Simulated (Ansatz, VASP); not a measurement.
# GaP: VASP beside Ansatz

Wanted: the spread between two codes on one cell, functional and k mesh. The structure shown is the end of the Ansatz relaxation below.

Program: Ansatz 0.2.0. Level of theory: plane waves, with VASP 6.6.1 beside it; single point at PBEsol. Results are calculated unless marked as measured.

## Step 1: The starting structure

Symmetry: F-43m, No. 216, cubic system. The conventional cell has a = 5.439 Å, b = 5.439 Å, c = 5.439 Å, α = 90.00°, β = 90.00°, γ = 90.00°. Nearest to Ga lie 4 P at 2.35 to 2.36 Å. P has 4 Ga at 2.35 to 2.36 Å nearest. Farther neighbours are not listed.

## Step 2: Ansatz: relaxation, PBEsol

Ansatz runs on its PAW soft_1 files.

This run makes the geometry at which the two programs are then compared.

The input, input.yaml:

```yaml
crystal:
  lattice:
    - [3.845899, 0.0, 0.0]
    - [-1.9229495, 3.3306462344, 0.0]
    - [0.0, 0.0, 9.42049]
  atoms:
    - { symbol: Ga, position: [0.0, 0.0, 0.0] }
    - { symbol: Ga, position: [0.3333333, 0.6666667, 0.3333333] }
    - { symbol: Ga, position: [0.6666667, 0.3333333, 0.6666667] }
    - { symbol: P, position: [0.0, 0.0, 0.75] }
    - { symbol: P, position: [0.3333333, 0.6666667, 0.0833333] }
    - { symbol: P, position: [0.6666667, 0.3333333, 0.4166667] }
kpoints:
  mp_grid: { grid: [8, 8, 3] }
scf:
  occupations: { method: fermi_dirac, width: 0.02 }
hamiltonian:
  xc: pbesol
  pseudopotentials: { kind: paw, azcp: { folder: soft_1 }, xc_functional: pbe }
basis:
  ecutwfc: 600
output:
  forces: true
  stress: true
relax:
  f_tol: 0.005
  max_steps: 70
  cell: { stress_tol: 0.02, p_target: 0, fix: [a, b, alpha, beta, gamma] }
```

Launch:

```
$ ansatz run input.yaml --threads 8 --pin off --max-ram 18432MiB --backend cpu --events-out ev --progress --plain --runs-dir out
```

Numbers of over 12 decimals in the logs are rounded to 6 here.

The program printed:

```text
Engine: ansatz 0.2.0, aarch64-unknown-linux-gnu
Pseudopotentials: kind: paw
Pseudopotential: Ga, paw, valence charge 13, recommended cutoff 420 eV (normal), soft_1/Ga.paw.azcp
Pseudopotential: P, paw, valence charge 5, recommended cutoff 420 eV (normal), soft_1/P.paw.azcp
Functional definition: PBEsol
  exchange = pbesol_x
  correlation = pbesol_c
Crystal: 6 atoms, lattice volume = 120.670 Å³
Basis set: ecut = 600 eV, 4075 PW (Γ), exchange–correlation on 64×64×160 points (8 copies of the dense FFT grid, shifted against one another)
Bands: 33, of which v1, the nominal top of the filled ones, is band 27 counted from 1 (26 counted from 0)
Symmetry: 18 space group operations
Space group: F-43m (ITA 216), of the structure as read, at distance tolerance 4.9e-5 Å
k-points: 25 of 192 (time reversal used)
Non-local potential: Ga, projectors of the file, l = 0: 2, l = 1: 2, l = 2: 3, l = 3: 1
Non-local potential: P, projectors of the file, l = 0: 2, l = 1: 2, l = 2: 1
PAW form: soft (Blöchl's): semilocal exchange-correlation on the pseudo side does not see the compensation charge
PAW frozen core: Ga, regenerated for the run's functional, and the local potential with it (the file was generated under x = pbe(κ = 0.804, μ = 0.219515), c = pbe(β = 0.066725))
PAW frozen core: P, regenerated for the run's functional, and the local potential with it (the file was generated under x = pbe(κ = 0.804, μ = 0.219515), c = pbe(β = 0.066725))
PAW one-centre angular grid: Ga, 590 points (default); XC on 64 Gauss nodes
PAW one-centre angular grid: P, 110 points (default); XC on 64 Gauss nodes
Initial density: superposition of atomic densities (chi_scale 0.1, normalization cell, long waves kept (reshape's long-wave potential 0.00 eV rms))
Initial wavefunctions: pseudopotential atomic-orbital guess
Functional: x = pbesol(κ = 0.804, μ = 0.123457), c = pbesol(β = 0.046)
SCF iter   1: F=—  HF=-13452.657015 eV  |F-HF|=—  |Δ(HF+E_count)|=         —  Δρ=4.52e-2  dr2=1.90e0  ethr=3.10e-3  ⟨swp⟩=8.0  Hψ=3853  notcnv=0
preconditioner: auto → Resta (q_TF=auto, 2.386 Å⁻¹)  ε∞=4.3  [insulator: Δε(μ)=1.901 eV  Ē_g=13.729 eV  σ=0.020 eV  W_gap=1.00  n_scr=36 (ndim 8)  ℏωp=24.8 eV  f_vac=0.000  D(μ)=0.00/eV (n_scr^D=0)  ε∞_Penn≈4.3]
SCF iter   2: F=—  HF=-13452.294595 eV  |F-HF|=—  |Δ(HF+E_count)|=   3.62e-1  Δρ=2.59e-2  dr2=5.59e-1  ethr=3.10e-3  ⟨swp⟩=2.0  Hψ=1132  notcnv=0  defer=43
SCF iter   3: F=—  HF=-13452.213202 eV  |F-HF|=—  |Δ(HF+E_count)|=   8.14e-2  Δρ=5.22e-3  dr2=3.22e-2  ethr=1.04e-3  ⟨swp⟩=2.0  Hψ=1554  notcnv=0  defer=43
SCF iter   4: F=—  HF=-13452.183297 eV  |F-HF|=—  |Δ(HF+E_count)|=   2.99e-2  Δρ=1.98e-3  dr2=7.26e-3  ethr=5.96e-5  ⟨swp⟩=3.0  Hψ=1661  notcnv=0  defer=43
SCF iter   5: F=—  HF=-13452.183580 eV  |F-HF|=—  |Δ(HF+E_count)|=   2.83e-4  Δρ=8.74e-4  dr2=9.51e-4  ethr=1.34e-5  ⟨swp⟩=2.0  Hψ=1552  notcnv=0  defer=43
SCF iter   6: F=—  HF=-13452.184434 eV  |F-HF|=—  |Δ(HF+E_count)|=   8.54e-4  Δρ=1.06e-4  dr2=1.46e-5  ethr=1.76e-6  ⟨swp⟩=3.0  Hψ=1552  notcnv=0  defer=43
SCF iter   7: F=—  HF=-13452.184475 eV  |F-HF|=—  |Δ(HF+E_count)|=   4.08e-5  Δρ=2.61e-5  dr2=3.64e-7  ethr=2.70e-8  ⟨swp⟩=3.0  Hψ=1766  notcnv=0  defer=43
SCF iter   8: F=-13452.184476 eV  HF=-13452.184476 eV  |F-HF|=3.26e-8  |Δ(HF+E_count)|=   1.25e-6  Δρ=3.61e-6  dr2=1.71e-8  ethr=1.85e-10  ⟨swp⟩=5.0  Hψ=3172  notcnv=0
SCF 1 converged in 8 iterations: F = -13452.184476 eV  dr2 = 1.71e-8
  greatest PAW one-centre occupation: 0.994 electrons in one spin orbital (limit 2), on the Ga atom at site 2 (counted from 0), in its partial waves of l = 2
relax step   1: F+E_penalty+E_count = -13452.18447617 eV  Δ(F+E_penalty+E_count) = +0.000e0 eV  max|allowed force component| = 5.506e-6 eV/Å  Δτ_max = 0.0000 Å  P = +0.001 GPa  Ω = 120.670 Å³  fix = [a, b, alpha, beta, gamma]  reactions: a +0.012, b +0.012 GPa  (8 SCF iters, dr2 threshold 1.00e-7 eV, accepted)
[...]
relax step   2: F+E_penalty+E_count = -13452.18447724 eV  Δ(F+E_penalty+E_count) = -1.076e-6 eV  max|allowed force component| = 3.393e-4 eV/Å  Δτ_max = 0.0001 Å  P = +0.010 GPa  Ω = 120.657 Å³  energy of the carried Pulay correction = +1.394e-7 eV  fix = [a, b, alpha, beta, gamma]  reactions: a +0.017, b +0.017 GPa  (4 SCF iters, dr2 threshold 1.10e-9 eV, accepted)
[...]
relax step   3: F+E_penalty+E_count = -13452.18447711 eV  Δ(F+E_penalty+E_count) = +1.303e-7 eV  max|allowed force component| = 3.392e-4 eV/Å  Δτ_max = 0.0000 Å  P = +0.010 GPa  Ω = 120.657 Å³  fix = [a, b, alpha, beta, gamma]  reactions: a +0.017, b +0.017 GPa  stress off target by 2.87e-3 GPa on what of the cell is left free  SCF on the basis re-selected at this cell (its energy is not comparable with the rows above)  (7 SCF iters)
basis re-selected at this cell: Δ(F+E_penalty+E_count) = +1.303e-7 eV, ΔP = -0.000 GPa vs the last step (what re-selecting the basis moved, of the pressure what is left beyond the Pulay correction that the steps carried, after the strain that the cell walked since its last selection, with what the two solves' SCF thresholds leave and, on support functions, any second-order correction that the steps lacked; it is no m [...]
SCF converged after 7 iterations
Free energy (F): -13452.184477 eV
Harris-Foulkes:  -13452.184477 eV  (|F-HF|=7.28e-12)
Internal energy: -13452.184477 eV  (E = F + TS)
E sigma→0 (E₀):  -13452.184477 eV
Fermi energy:    7.812494 eV
--- Per-component energies (eV) ---
  E_band       = -178.117481
  E_kinetic    = 542.237272
  E_local      = -5017.729593  (includes V_loc(G=0)·N_el)
  E_nonlocal   = -176.819648
  E_hartree    = 3037.130911
  E_xc         = -405.488883
  E_vxc        = -352.070531  (∫ρ·V_xc dr)
  E_paw        = -7487.778675  (= ΣΔE_a)
  E_vpaw       = -1247.996887  (= ΣTr[D̂ρ^β])
  E_aug_tail   = -0.000044  (compensation charges beyond the density's cutoff)
  E_ewald      = -3946.463042
  E_core_change = 2.727226  (= ΣΔE_core)
  E_smearing   = -0.000000  (= −TS)
  E_closure    = 0.000000  (closes the sum)
  Σ components = -13452.184477   (vs F -13452.184477, Δ=0.00e0)
--- Forces (eV/Å), atoms counted from 1 ---
  atom   1  Ga     0.00000000    -0.00000000    -0.00033923
  atom   2  Ga     0.00000000    -0.00000000    -0.00033923
  atom   3  Ga     0.00000000    -0.00000000    -0.00033923
  atom   4  P      0.00000000    -0.00000000     0.00033918
  atom   5  P     -0.00000000    -0.00000000     0.00033918
  atom   6  P     -0.00000000    -0.00000000     0.00033918
  max |Σ_I F_I| component: 1.56e-7 eV/Å
--- Stress (GPa, compression-positive) ---
        0.016594      -0.000000      -0.000000
        0.000000       0.016594       0.000000
        0.000000       0.000000      -0.002874
  P = ⅓ Tr σ = 0.0101 GPa (0.101 kbar)
--- Relaxed structure (2 steps of the walk, 2 accepted, 1 SCFs on fresh bases) ---
  F+E_penalty+E_count = -13452.18447711 eV   max|allowed force component| = 3.392e-4 eV/Å   (the final SCF, on the basis selected at the relaxed cell)
  cell:  # Å, volume = 120.6568 Å³
    - [3.845899, 0, 0]
    - [-1.922950, 3.330646, 0]
    - [0, 0, 9.419446]
  atoms:
    - { symbol: Ga, position: [0, 0, 7.065405041951955e-6] }
    - { symbol: Ga, position: [0.333333, 0.666667, 0.333340] }
    - { symbol: Ga, position: [0.666667, 0.333333, 0.666674] }
    - { symbol: P, position: [0, 0, 0.749993] }
    - { symbol: P, position: [0.333333, 0.666667, 0.083326] }
    - { symbol: P, position: [0.666667, 0.333333, 0.416660] }
```

## Step 3: VASP: single point, PBEsol, pair 1

The same cell, functional, mesh and smearing now go to VASP, with its own data sets.

Lines of VASP's logs that name or quote its potential files are left out, and so is its time.

The input, INCAR:

```
SYSTEM = GaP
PREC = Accurate
ENCUT = 500
EDIFF = 1E-06
NELM = 120
ISMEAR = -1
SIGMA = 0.02
LREAL = .FALSE.
ALGO = Normal
GGA = PS
NBANDS = 33
LORBIT = 11
LWAVE = .FALSE.
LCHARG = .FALSE.
ISIF = 2
LASPH = .TRUE.
GGA_COMPAT = .FALSE.
EFERMI = MIDGAP
KPAR = 2
```

The input, POSCAR:

```
GaP
1.0
    3.8458990000      0.0000000000      0.0000000000
   -1.9229495000      3.3306462344      0.0000000000
    0.0000000000      0.0000000000      9.4194461886
Ga P
3 3
Direct
    0.0000000000      0.0000000000      0.0000070654
    0.3333333333      0.6666666667      0.3333403987
    0.6666666667      0.3333333333      0.6666737321
    0.0000000000      0.0000000000      0.7499929346
    0.3333333333      0.6666666667      0.0833262679
    0.6666666667      0.3333333333      0.4166596013
```

The input, KPOINTS:

```
Automatic mesh
0
Gamma
8 8 3
0 0 0
```

Potentials, in the order of the species: Ga_d and P (PBE family, release 64).

Launch:

```
$ mpirun -np 2 vasp_std
```

The program printed:

```text
[banner, memory and clock lines left out]
running    2 mpi-ranks, on    1 nodes
 distrk:  each k-point on    1 cores,    2 groups
 distr:  one band on    1 cores,    1 groups

 POSCAR found type information on POSCAR GaP
 POSCAR found :  2 types and       6 ions
|                                                                             |
|               ----> ADVICE to this user running VASP <----                  |
|                                                                             |
|     You enforced a specific xc type in the INCAR file but a different       |
|     [... a line on the potential file left out ...]
|     I HOPE YOU KNOW WHAT YOU ARE DOING!                                     |
|                                                                             |

 LDA part: xc-table for (Slater+PW92), standard interpolation
 POSCAR, INCAR and KPOINTS ok, starting setup
 FFT: planning ... GRIDC
 FFT: planning ... GRID_SOFT
 FFT: planning ... GRID
 WAVECAR not read
 entering main loop
       N       E                     dE             d eps       ncg     rms          rms(c)
DAV:   1     0.399892084963E+03    0.39989E+03   -0.25427E+04  1754   0.238E+03
DAV:   2     0.240631455026E+02   -0.37583E+03   -0.36634E+03  1770   0.522E+02
DAV:   3    -0.282380696744E+02   -0.52301E+02   -0.51170E+02  1933   0.152E+02
DAV:   4    -0.305776830073E+02   -0.23396E+01   -0.23332E+01  2150   0.334E+01
DAV:   5    -0.306254669486E+02   -0.47784E-01   -0.47756E-01  2188   0.465E+00    0.726E+00
DAV:   6    -0.298799170972E+02    0.74555E+00   -0.14852E+00  2441   0.166E+01    0.440E+00
DAV:   7    -0.297727886530E+02    0.10713E+00   -0.68273E-01  2051   0.434E+00    0.139E+00
DAV:   8    -0.297673828826E+02    0.54058E-02   -0.13507E-01  2163   0.440E+00    0.274E-01
DAV:   9    -0.297668312207E+02    0.55166E-03   -0.16639E-02  2253   0.211E+00    0.121E-01
DAV:  10    -0.297667803747E+02    0.50846E-04   -0.19821E-03  2169   0.463E-01    0.392E-02
DAV:  11    -0.297668967114E+02   -0.11634E-03   -0.46667E-04  2366   0.149E-01    0.269E-02
DAV:  12    -0.297668907727E+02    0.59388E-05   -0.52616E-05  1996   0.583E-02    0.236E-02
DAV:  13    -0.297668918301E+02   -0.10574E-05   -0.12674E-06  1487   0.789E-03    0.314E-02
DAV:  14    -0.297668894189E+02    0.24112E-05   -0.20572E-05  1758   0.226E-02    0.558E-03
DAV:  15    -0.297668893218E+02    0.97109E-07   -0.15583E-06  1596   0.892E-03
   1 F= -.29766889E+02 E0= -.29766889E+02  d E =-.117953E-17
```

OUTCAR, selected parts (step 3):

```text
ion  position               nearest neighbor table
   1  0.000  0.000  0.000-   4 2.35   5 2.36   5 2.36   5 2.36
   2  0.333  0.667  0.333-   5 2.35   6 2.36   6 2.36   6 2.36
   3  0.667  0.333  0.667-   6 2.35   4 2.36   4 2.36   4 2.36
   4  0.000  0.000  0.750-   1 2.35   3 2.36   3 2.36   3 2.36
   5  0.333  0.667  0.083-   2 2.35   1 2.36   1 2.36   1 2.36
   6  0.667  0.333  0.417-   3 2.35   2 2.36   2 2.36   2 2.36

  LATTYP: Found a hexagonal cell.
 ALAT       =     3.8458990000
 C/A-ratio  =     2.4492182942

 Subroutine GETGRP returns: Found  6 space group operations
 (whereof  6 operations were pure point group operations)

The static configuration has the point symmetry C_3v.

 Found     25 irreducible k-points:

   k-points           NKPTS =     25   k-points in BZ     NKDIM =     25   number of bands    NBANDS=     33

   dimension x,y,z NGX =    28 NGY =   28 NGZ =   70
   dimension x,y,z NGXF=    56 NGYF=   56 NGZF=  140

   ENCUT  =  500.0 eV  36.75 Ry    6.06 a.u.   7.01  7.01 17.17*2*pi/ulx,y,z

   NELECT =      54.0000    total number of electrons

 k-points in reciprocal lattice and weights: Automatic mesh
   0.00000000  0.00000000  0.00000000       0.005
   0.12500000 -0.00000000  0.00000000       0.031
   0.25000000 -0.00000000  0.00000000       0.031
   0.37500000 -0.00000000  0.00000000       0.031
   0.50000000 -0.00000000  0.00000000       0.016
   0.12500000  0.12500000  0.00000000       0.031
   0.25000000  0.12500000  0.00000000       0.062
   0.37500000  0.12500000  0.00000000       0.062
   0.25000000  0.25000000  0.00000000       0.031
[...]
0.25000000  0.25000000  0.33333333       0.062
   0.37500000  0.25000000  0.33333333       0.062

 average (electrostatic) potential at core
       1 -65.1380       2 -65.1381       3 -65.1381       4 -83.3370       5 -83.3369
       6 -83.3370

 E-fermi :   5.3867

 k-point     1 :       0.0000    0.0000    0.0000
  band No.  band energies     occupation
    ...
     23       3.7092      2.00000
     24       3.7092      2.00000
     25       4.6342      2.00000
     26       4.6342      2.00000
     27       4.6351      2.00000
     28       6.4385      0.00000
     29       6.4677      0.00000
     30       6.4677      0.00000
     31       8.4596      0.00000
     32       8.4596      0.00000
    ...

 k-point     2 :       0.1250   -0.0000    0.0000
  band No.  band energies     occupation
    ...
     23       3.1792      2.00000
     24       3.1883      2.00000
     25       3.7502      2.00000
     26       4.2893      2.00000
     27       4.4154      2.00000
     28       7.1832      0.00000
     29       7.3064      0.00000
     30       7.4037      0.00000
     31       8.4308      0.00000
     32       8.9551      0.00000
    ...

 k-point     3 :       0.2500   -0.0000    0.0000
  band No.  band energies     occupation
    ...
     23       1.8659      2.00000
     24       2.5332      2.00000
     25       3.4072      2.00000
     26       3.6646      2.00000
     27       3.7879      2.00000
     28       6.9154      0.00000
     29       7.3260      0.00000
     30       7.7364      0.00000
     31       8.5287      0.00000
     32       8.7008      0.00000
    ...

  Total       -0.0748234     -0.0748234     -0.0890731      0.0000000      0.0000000      0.0000000
  in kB       -0.9935648     -0.9935648     -1.1827834      0.0000000      0.0000000      0.0000000
  external PRESSURE =      -1.0566377 kB  Pullay stress =       0.0000000 kB

  energy-cutoff  :      500.00
  volume of cell :      120.66
      direct lattice vectors                 reciprocal lattice vectors
     3.845899000  0.000000000  0.000000000     0.260017229  0.150121017  0.000000000
    -1.922949500  3.330646234  0.000000000     0.000000000  0.300242034  0.000000000
     0.000000000  0.000000000  9.419446189     0.000000000  0.000000000  0.106163354

 POSITION                                       TOTAL-FORCE (eV/Angst)
 -----------------------------------------------------------------------------------
      0.00000      0.00000      0.00007        -0.000000      0.000000     -0.000355
     -0.00000      2.22043      3.13988        -0.000000     -0.000000     -0.000355
      1.92295      1.11022      6.27970        -0.000000     -0.000000     -0.000355
      0.00000      0.00000      7.06452         0.000000     -0.000000      0.000355
     -0.00000      2.22043      0.78489         0.000000      0.000000      0.000355
      1.92295      1.11022      3.92470         0.000000     -0.000000      0.000355
 -----------------------------------------------------------------------------------
    total drift:                                0.000001     -0.000001     -0.000012

  FREE ENERGIE OF THE ION-ELECTRON SYSTEM (eV)
  ---------------------------------------------------
  free  energy   TOTEN  =       -29.7668893218 eV

  energy  without entropy=      -29.7668893218  energy(sigma->0) =      -29.76688932

 total charge
# of ion       s       p       d       tot
------------------------------------------
    1        0.865   0.860  10.013  11.739
    2        0.865   0.860  10.013  11.739
    3        0.865   0.860  10.013  11.739
    4        1.018   1.512   0.000   2.529
    5        1.018   1.512   0.000   2.529
    6        1.018   1.512   0.000   2.529
--------------------------------------------------
tot          5.648   7.115  30.040  42.803

[... 3 further parts left out ...]
```

The run ends at a pressure of -0.11 GPa, with forces up to 3.6e-4 eV/Å.

## Step 4: Side by side

Known differences besides the potentials themselves: the cutoff is 600 eV in Ansatz and 500 eV in VASP; Ansatz makes its cores anew for this functional, VASP keeps those of its PBE data sets; Ansatz's pressure holds a Pulay correction, VASP's none. Total energies have different zeros and are not compared.

The two programs side by side:

| quantity | Ansatz | VASP | difference |
| --- | --- | --- | --- |
| pressure (GPa) | 0.01 | -0.11 | +0.12 |
| gap on the k mesh (eV) | 1.500 | 1.503 | -0.003 |

A gap on the mesh is an upper bound, since the band edges may lie between its points.

## Step 5: Ansatz: relaxation, PBEsol

This run makes the geometry at which the two programs are then compared. The cell compared in this pair holds 115.18 Å³, against 120.66 Å³ for the pair before.

The structure compared here is the end of the Ansatz relaxation.

Edit input.yaml of step 2 so:

```diff
@@ -2,5 +2,5 @@
   lattice:
-    - [3.845899, 0.0, 0.0]
-    - [-1.9229495, 3.3306462344, 0.0]
-    - [0.0, 0.0, 9.42049]
+    - [3.73052203, 0.0, 0.0]
+    - [-1.865261015, 3.2307268474, 0.0]
+    - [0.0, 0.0, 9.59005882]
   atoms:
```

Launch:

```
$ ansatz run input.yaml --threads 8 --pin off --max-ram 18432MiB --backend cpu --events-out ev --progress --plain --runs-dir out
```

The program printed:

```text
[...]
Crystal: 6 atoms, lattice volume = 115.582 Å³
Basis set: ecut = 600 eV, 3873 PW (Γ), exchange–correlation on 60×60×160 points (8 copies of the dense FFT grid, shifted against one another)
Bands: 33, of which v1, the nominal top of the filled ones, is band 27 counted from 1 (26 counted from 0)
Symmetry: 18 space group operations
[...]
cell:  # Å, volume = 115.1781 Å³
    - [3.730522, 0, 0]
    - [-1.865261, 3.230727, 0]
    - [0, 0, 9.556526]
  atoms:
    - { symbol: Ga, position: [4.2866516334322583e-19, 0, -0.00225293] }
    - { symbol: Ga, position: [0.333333, 0.666667, 0.331080] }
    - { symbol: Ga, position: [0.666667, 0.333333, 0.664414] }
    - { symbol: P, position: [-4.286651633432259e-19, 0, 0.752253] }
    - { symbol: P, position: [0.333333, 0.666667, 0.085586] }
    - { symbol: P, position: [0.666667, 0.333333, 0.418920] }
[key lines of the parts left out:]
SCF converged after 6 iterations
Free energy (F): -13452.042011 eV
Fermi energy:    8.357609 eV
P = ⅓ Tr σ = 4.3826 GPa (43.826 kbar)
```

For the gap on the k-mesh, step 4 gave 1.50; this run, with cell volume -4.5 %, gives 1.09.

[end of part 1 of 2]

[Lines on the potential files, build, host, timing and source positions are cut from VASP's logs without a mark.]

[Logs are printed without paths, hosts, clocks, repeated set-up lines and the standing remarks that a program may print on its own settings, such as how far it seeks lower states.]

[Hosts, paths, dates, database ids (printed as entryN), source tags and the programs' standing remarks are cut or masked in the printed files.]
